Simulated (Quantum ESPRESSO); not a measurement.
**Ta2N under changes of volume**

One of the cells (13.622 Å³/atom); the others are scaled copies at fixed shape and fractional positions:

```
Ta N
1.0
     3.11286    0.00000    0.00000
    -1.55643    2.69582    0.00000
     0.00000    0.00000    4.86984
Ta N
2 1
Direct
  0.33333 0.66667 0.25471
  0.66667 0.33333 0.74529
  0.00000 0.00000 0.00000
```

The cell comes from a database or a generator and needn't be the stable form of this composition.

```yaml
Program: Quantum ESPRESSO 7.5
Functional: r2SCAN
Potentials_or_basis: SG15 PBE 1.2
Cutoff: 1197 eV
Density_cutoff: 4789 eV
k_mesh: 4 × 4 × 2
Occupations: fermi-dirac, width 0.05 eV
Spin: no spin polarisation
```

```csv
volume (Å³/atom),energy over the lowest point (meV/atom),pressure (GPa),largest force (eV/Å)
12.805,0.73,3.8,0.156
13.077,0.00,-2.7,0.277
13.350,9.71,-8.5,0.382
13.622,28.76,-13.7,0.474
13.895,?,?,?
14.167,91.02,-22.5,0.624
14.439,132.59,-26.3,0.686
```

What does the run at 13.895 Å³/atom give?

Energy over the lowest point 56.15 meV/atom; pressure -18.4 GPa; largest force 0.553 eV/Å.

Worked out: A Birch-Murnaghan fit of order 3 (a polynomial in V^(-2/3)) to the other rows has its minimum at 12.96 Å³/atom with B0 = V·E''(V) = 306 GPa and B' = 4.2 at fixed shape and positions, which overstates the stiffness. It gives 56.19 meV/atom at 13.895 Å³/atom, against the run's 56.15, and -dE/dV = -18.4 GPa, against -18.4.

Energies are extrapolated to zero smearing.

Caveats: all runs use coarse meshes; the potentials were made for another functional, which shifts forces and pressure.
